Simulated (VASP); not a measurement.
# Na (Im-3m) in VASP: notebook

Runs on Na. Level: PBEsol. Tasks: single point, relaxation of cell and atoms.

Everything below comes from runs of VASP 6.6.1. Logs are shortened: lines on timing, memory, paths and dates and some standing lists are left out, and cuts for length are marked.

### 1 The crystal as given

The structure is cubic, space group Im-3m (No. 229). The conventional cell has a = 4.235 Å, b = 4.235 Å, c = 4.235 Å, α = 90.00°, β = 90.00°, γ = 90.00°. Na (site symmetry m-3m) is surrounded by 8 Na at 3.67 Å.

### 2 Single point, PBEsol

File INCAR:

```
SYSTEM = Na
PREC = Accurate
ENCUT = 520
EDIFF = 1E-6
ISMEAR = 0
SIGMA = 0.1
LREAL = .FALSE.
LASPH = .TRUE.
NELM = 100
ALGO = Fast
ISIF = 2
LWAVE = .FALSE.
LCHARG = .FALSE.
GGA = PS
NBANDS = 10
```

File KPOINTS:

```
regular mesh
0
G
  14 14 14
  0 0 0
```

File POSCAR:

```
Na
1.0
   -2.1175000000      2.1175000000      2.1175000000
    2.1175000000     -2.1175000000      2.1175000000
    2.1175000000      2.1175000000     -2.1175000000
Na
1
Direct
    0.0000000000      0.0000000000      0.0000000000
```

Potentials or basis: VASP PAW PBE potentials, release 64 (Na_pv).

Launch:

```console
> cat potpaw_PBE.64/Na_pv/POTCAR > POTCAR
> mpirun -np 1 vasp_std > vasp.out
```

OUTCAR:

```text
SYSTEM = Na
   PREC = Accurate
   ENCUT = 520
   EDIFF = 1E-6
   ISMEAR = 0
   LREAL = .FALSE.
   LASPH = .TRUE.
   NELM = 100
   ISIF = 2
   GGA = PS

 ion  position               nearest neighbor table
   1  0.000  0.000  0.000-

  LATTYP: Found a body centered cubic cell.
 ALAT       =     4.2350000000

  Lattice vectors:

 A1 = (  -2.1175000000,   2.1175000000,   2.1175000000)
 A2 = (   2.1175000000,  -2.1175000000,   2.1175000000)
 A3 = (   2.1175000000,   2.1175000000,  -2.1175000000)

Analysis of symmetry for initial positions (statically):
=====================================================================
 Subroutine PRICEL returns:
 Original cell was already a primitive cell.

 Routine SETGRP: Setting up the symmetry group for a
 body centered cubic supercell.

 Subroutine GETGRP returns: Found 48 space group operations
 (whereof 48 operations were pure point group operations)
 out of a pool of 48 trial point group operations.

The static configuration has the point symmetry O_h .

Analysis of symmetry for dynamics (positions and initial velocities):
=====================================================================
 Subroutine PRICEL returns:
 Original cell was already a primitive cell.

 Routine SETGRP: Setting up the symmetry group for a
 body centered cubic supercell.

 Subroutine GETGRP returns: Found 48 space group operations
 (whereof 48 operations were pure point group operations)
 out of a pool of 48 trial point group operations.

The dynamic configuration has the point symmetry O_h .

 Subroutine INISYM returns: Found 48 space group operations
 (whereof 48 operations are pure point group operations),
 and found     1 'primitive' translations

----------------------------------------------------------------------------------------

                                     Primitive cell

  volume of cell :      37.9778

  direct lattice vectors                    reciprocal lattice vectors
    -2.117500000  2.117500000  2.117500000     0.000000000  0.236127509  0.236127509
     2.117500000 -2.117500000  2.117500000     0.236127509  0.000000000  0.236127509
     2.117500000  2.117500000 -2.117500000     0.236127509  0.236127509  0.000000000

  length of vectors
     3.667617585  3.667617585  3.667617585     0.333934725  0.333934725  0.333934725

  position of ions in fractional coordinates (direct lattice)
     0.000000000  0.000000000  0.000000000

  ion indices of the primitive-cell ions
   primitive index   ion index
                 1           1

----------------------------------------------------------------------------------------

 KPOINTS: regular mesh

Automatic generation of k-mesh.
 Grid dimensions read from file:
 generate k-points for:   14   14   14

 Generating k-lattice:

  Cartesian coordinates                     Fractional coordinates (reciprocal lattice)
     0.000000000  0.016866251  0.016866251     0.071428571  0.000000000  0.000000000
     0.016866251  0.000000000  0.016866251     0.000000000  0.071428571  0.000000000
     0.016866251  0.016866251  0.000000000     0.000000000  0.000000000  0.071428571

  Length of vectors
     0.023852480  0.023852480  0.023852480

  Shift w.r.t. Gamma in fractional coordinates (k-lattice)
     0.000000000  0.000000000  0.000000000

 Subroutine IBZKPT returns following result:
 ===========================================

 Found    104 irreducible k-points:

 Following reciprocal coordinates:
            Coordinates               Weight
  0.000000  0.000000  0.000000      1.000000
  0.071429  0.000000  0.000000     12.000000
  0.142857  0.000000  0.000000     12.000000
  0.214286  0.000000  0.000000     12.000000
  0.285714  0.000000  0.000000     12.000000
  0.357143  0.000000  0.000000     12.000000
[... 16 lines left out ...]
  0.285714  0.285714  0.000000     24.000000
  0.357143  0.285714  0.000000     24.000000
 [... further k-points ...]
   k-points           NKPTS =    104   k-points in BZ     NKDIM =    104   number of bands    NBANDS=     10
   number of dos      NEDOS =    301   number of ions     NIONS =      1
   total plane-waves  NPLWV =  21952
   dimension x,y,z NGX =    28 NGY =   28 NGZ =   28
   dimension x,y,z NGXF=    56 NGYF=   56 NGZF=   56
   ions per type =               1
   NGX,Y,Z   is equivalent  to a cutoff of  12.69, 12.69, 12.69 a.u.
   NGXF,Y,Z  is equivalent  to a cutoff of  25.38, 25.38, 25.38 a.u.
 SYSTEM =  Na
   PREC   = accura    normal or accurate (medium, high low for compatibility)
   ISTART =      0    job   : 0-new  1-cont  2-samecut
   ICHARG =      2    charge: 1-file 2-atom 10-const
   ISPIN  =      1    spin polarized calculation?
   LNONCOLLINEAR =      F non collinear calculations
   LSORBIT =      F    spin-orbit coupling
   LASPH  =      T    aspherical Exc in radial PAW
   ENCUT  =  520.0 eV  38.22 Ry    6.18 a.u.   6.82  6.82  6.82*2*pi/ulx,y,z
   NELM   =    100;   NELMIN=  2; NELMDL= -5     # of ELM steps
   EDIFF  = 0.1E-05   stopping-criterion for ELM
   LREAL  =      F    real-space projection
   EDIFFG = 0.1E-04   stopping-criterion for IOM
   NSW    =      0    number of steps for IOM
   IBRION =     -1    ionic relax: 0-MD 1-quasi-New 2-CG
   NFREE  =      0    steps in history (QN), initial steepest desc. (CG)
   ISIF   =      2    stress and relaxation
   ISYM   =      2    0-nonsym 1-usesym 2-fastsym
   POTIM  = 0.5000    time-step for ionic-motion
   TEBEG  =    0.0;   TEEND  =   0.0 temperature during run
   PSTRESS=    0.0 pullay stress
   NELECT =       7.0000    total number of electrons
   NUPDOWN=      -1.0000    fix difference up-down
   EMIN   =  10.00;   EMAX   =-10.00  energy-range for DOS
   EFERMI =   0.00;   METHOD = LEGACY
   ISMEAR =     0;   SIGMA  =   0.10  broadening in eV -4-tet -1-fermi 0-gaus
   EFERMI_NEDOS =   21; number of points for ismear=-14 and -15
   IALGO  =     68    algorithm
   IMIX   =      4    mixing-type and parameters
     AMIX     =   0.40;   BMIX     =  1.00
     AMIX_MAG =   1.60;   BMIX_MAG =  1.00
  volume/ion in A,a.u.               =      37.98       256.29
  Fermi-wavevector in a.u.,A,eV,Ry     =   0.931674  1.760609 11.810087  0.868017
  Thomas-Fermi vector in A             =   2.058192
   LORBIT       =      0    0 simple, 1 ext, 2 COOP (PROOUT), +10 PAW based schemes
   GGA     = PS    functional components
   LHFCALC =     F    Hartree Fock is set to
   AEXX    =    0.0000 exact exchange contribution
   IVDW    =     0    specifies the selected vdW correction
   LEPSILON=     F    determine dielectric tensor
   LRPA    =     F    only Hartree local field effects (RPA)
 non-spin polarized calculation
 RMM-DIIS sequential band-by-band and
 Gauss-broadening in eV      SIGMA  =   0.10
  energy-cutoff  :      520.00
  volume of cell :       37.98
 maximum number of plane-waves:      1055
   NGX = 13   NGY = 13   NGZ = 13

 number of electron       7.0000012 magnetization

 Free energy of the ion-electron system (eV)
  ---------------------------------------------------
  ext. energy  EPLUGINS =         0.00000000
  ---------------------------------------------------
  free energy    TOTEN  =        -1.39870248 eV

  energy without entropy =       -1.39564367  energy(sigma->0) =       -1.39717308

 E-fermi :   0.2127     XC(G=0):  -6.4377

 val. band max:        0.1858799938   @ k =  -0.3571   0.4286   0.1429
 cond. band min:       0.2653062280   @ k =   0.3571   0.0714   0.0714
 fundamental gap:      0.0794262342
 Fermi energy:         0.2127264327

 k-point     1 :       0.0000    0.0000    0.0000
  band No.  band energies     occupation
      1     -24.5676      2.00000
      2     -24.5676      2.00000
      3     -24.5676      2.00000
      4      -2.9886      2.00000
      5      11.8144      0.00000
      6      11.8144      0.00000
      7      11.8144      0.00000
      8      12.8045      0.00000
      9      12.8046      0.00000
     10      13.3372      0.00000

 k-point     2 :       0.0714    0.0000    0.0000
  band No.  band energies     occupation
      1     -24.5692      2.00000
      2     -24.5681      2.00000
      3     -24.5676      2.00000
      4      -2.9002      2.00000
      5      10.6320      0.00000
      6      11.2427      0.00000
      7      11.4554      0.00000
      8      12.0752      0.00000
      9      12.2855      0.00000
     10      13.6268      0.00000

 k-point     3 :       0.1429    0.0000    0.0000
  band No.  band energies     occupation
      1     -24.5739      2.00000
      2     -24.5697      2.00000
      3     -24.5676      2.00000
      4      -2.6359      2.00000
      5       8.7847      0.00000
      6      10.4053      0.00000
      7      10.8398      0.00000
      8      11.2524      0.00000
      9      11.9815      0.00000
     10      13.8051      0.00000

 k-point     4 :       0.2143    0.0000    0.0000
  band No.  band energies     occupation
      1     -24.5805      2.00000
      2     -24.5720      2.00000
      3     -24.5675      2.00000
      4      -2.1983      2.00000
      5       7.0083      0.00000
      6       9.6732      0.00000
      7      10.2742      0.00000
      8      10.5699      0.00000
      9      11.5577      0.00000
     10      14.1373      0.00000

 k-point     5 :       0.2857    0.0000    0.0000
  band No.  band energies     occupation
      1     -24.5879      2.00000
      2     -24.5745      2.00000
      3     -24.5675      2.00000
      4      -1.5917      2.00000
      5       5.3552      0.00000
      6       9.0929      0.00000
      7       9.8204      0.00000
      8      10.0386      0.00000
      9      11.1189      0.00000
     10      14.6153      0.00000

 k-point     6 :       0.3571    0.0000    0.0000
  band No.  band energies     occupation
      1     -24.5945      2.00000
      2     -24.5767      2.00000
      3     -24.5675      2.00000
      4      -0.8222      2.00000
      5       3.8381      0.00000
      6       8.6751      0.00000
      7       9.4931      0.00000
      8       9.6597      0.00000
      9      10.7588      0.00000
     10      15.2056      0.00000
[... 183 lines left out ...]
 k-point    21 :       0.2857    0.2143    0.0000
  band No.  band energies     occupation
      1     -24.5950      2.00000
      2     -24.5812      2.00000
      3     -24.5708      2.00000
      4       0.1847      1.30799
      5       3.6056      0.00000
      6       4.9552      0.00000
      7       8.4322      0.00000
      8      11.5621      0.00000
      9      12.9340      0.00000
     10      14.9422      0.00000

 k-point    22 :       0.3571    0.2143   -0.0000
  band No.  band energies     occupation
      1     -24.5959      2.00000
      2     -24.5834      2.00000
      3     -24.5710      2.00000
      4       1.1498      0.00000
      5       2.3859      0.00000
      6       4.7521      0.00000
      7       8.2746      0.00000
      8      11.4722      0.00000
      9      13.6526      0.00000
     10      14.4713      0.00000

 k-point    23 :       0.2857    0.2857    0.0000
  band No.  band energies     occupation
      1     -24.5941      2.00000
      2     -24.5852      2.00000
      3     -24.5715      2.00000
      4       1.0810      0.00000
      5       3.1123      0.00000
      6       3.8678      0.00000
      7       8.1931      0.00000
      8      12.1465      0.00000
      9      12.9135      0.00000
     10      14.8226      0.00000

 k-point    24 :       0.3571    0.2857    0.0000
  band No.  band energies     occupation
      1     -24.5927      2.00000
      2     -24.5877      2.00000
      3     -24.5716      2.00000
      4       1.9244      0.00000
      5       2.3299      0.00000
      6       3.5778      0.00000
      7       8.1131      0.00000
      8      12.3117      0.00000
      9      13.1977      0.00000
     10      14.2521      0.00000

 [... further k-points ...]

------------------------ aborting loop because EDIFF is reached ----------------------------------------

  FORCE on cell =-STRESS in cart. coord.  units (eV):
  Direction    XX          YY          ZZ          XY          YZ          ZX
  --------------------------------------------------------------------------------------
  -------------------------------------------------------------------------------------
  Total       -0.0727745     -0.0727745     -0.0727745      0.0000000      0.0000000     -0.0000000
  in kB       -3.0701514     -3.0701514     -3.0701514      0.0000000      0.0000000     -0.0000000
  external PRESSURE =      -3.0701514 kB  Pullay stress =       0.0000000 kB

 VOLUME and BASIS-vectors are now :
 -----------------------------------------------------------------------------
  energy-cutoff  :      520.00
  volume of cell :       37.98
      direct lattice vectors                 reciprocal lattice vectors
    -2.117500000  2.117500000  2.117500000     0.000000000  0.236127509  0.236127509
     2.117500000 -2.117500000  2.117500000     0.236127509  0.000000000  0.236127509
     2.117500000  2.117500000 -2.117500000     0.236127509  0.236127509  0.000000000

 POSITION                                       TOTAL-FORCE (eV/Angst)
 -----------------------------------------------------------------------------------
      0.00000      0.00000      0.00000         0.000000      0.000000      0.000000
 -----------------------------------------------------------------------------------
    total drift:                               -0.000000     -0.000000     -0.000000

  FREE ENERGIE OF THE ION-ELECTRON SYSTEM (eV)
  ---------------------------------------------------
  free  energy   TOTEN  =        -1.3987024847 eV

  energy  without entropy=       -1.3956436730  energy(sigma->0) =       -1.39717308
```

Wall time 24 s (1 thread of Intel Xeon Platinum 8375C at 2.90GHz (Ice Lake), shared host); peak memory 0.16 GiB.

Results:

```
Free energy            : -1.3987 eV
Pressure               : -0.3 GPa
Band gap on the k mesh : none (metal or under the smearing width)
```

Caveat: the PAW data sets were made with another functional, which shifts forces and pressure a little.

### 3 Relaxation of cell and atoms, PBEsol

File INCAR:

```
SYSTEM = Na
  PREC = Accurate
  ENCUT = 580
  EDIFF = 1E-7
  ISMEAR = 0
  SIGMA = 0.1
  LREAL = .False.
  LASPH = .True.
  NELM = 100
  ALGO = Fast
  ISIF = 3
  LWAVE = .False.
  LCHARG = .False.
  GGA = PS
  IBRION = 2
  NSW = 90
  EDIFFG = -0.005
```

File KPOINTS:

```
Automatic mesh
0
Gamma
  14 14 14
  0 0 0
```

POSCAR is that of step 2.

Potentials or basis: VASP PAW PBE potentials, release 64 (Na).

Launch:

```console
> cat potpaw_PBE.64/Na/POTCAR > POTCAR
> mpirun -np 1 vasp_std > vasp.out
```

It took 24 s on 1 thread of Intel Xeon Platinum 8375C at 2.90GHz (Ice Lake), shared host; peak memory 0.17 GiB.

Results (log left out):

- Free energy: -1.3970 eV
- Relaxed volume: 36.24 Å³/atom
- Relaxed cell: a = 3.611 Å, b = 3.611 Å, c = 3.611 Å, α = 109.47°, β = 109.47°, γ = 109.47°
- Space group after relaxing (to 0.05 Å): Im-3m (No. 229)
- Energy gained by relaxing: 1.9 meV/atom
- Ionic steps: 4
- Pressure after relaxing: 0.0 GPa
- Band gap on the k mesh: none (metal or under the smearing width)

The path:
| step | energy change (eV) | largest force (eV/Å) | pressure (GPa) | volume (Å³) |
| --- | --- | --- | --- | --- |
| 1 | 0.0000 | 0.0000 | -0.34 | 37.98 |
| 2 | -0.0008 | 0.0000 | -0.26 | 37.53 |
| 3 | -0.0019 | 0.0000 | -0.03 | 36.40 |
| 4 | -0.0019 | 0.0000 | 0.00 | 36.24 |

Final structure:
```
Na
1.0
    -2.08469    2.08469    2.08469
     2.08469   -2.08469    2.08469
     2.08469    2.08469   -2.08469
Na
1
Direct
  0.00000 0.00000 0.00000
```

Levels at points of the mesh, in eV from the Fermi level:
| k point | band 1 | band 2 | band 3 | band 4 |
| --- | --- | --- | --- | --- |
| (0.00, 0.00, 0.00) | -3.29 | 11.89 | 11.89 | 11.89 |
| (0.50, 0.00, 0.00) | 0.78 | 1.28 | 8.31 | 9.20 |
| (0.50, 0.50, 0.50) | 4.57 | 4.57 | 4.99 | 4.99 |

Caveat: the PAW data sets were made with another functional, which shifts forces and pressure a little.
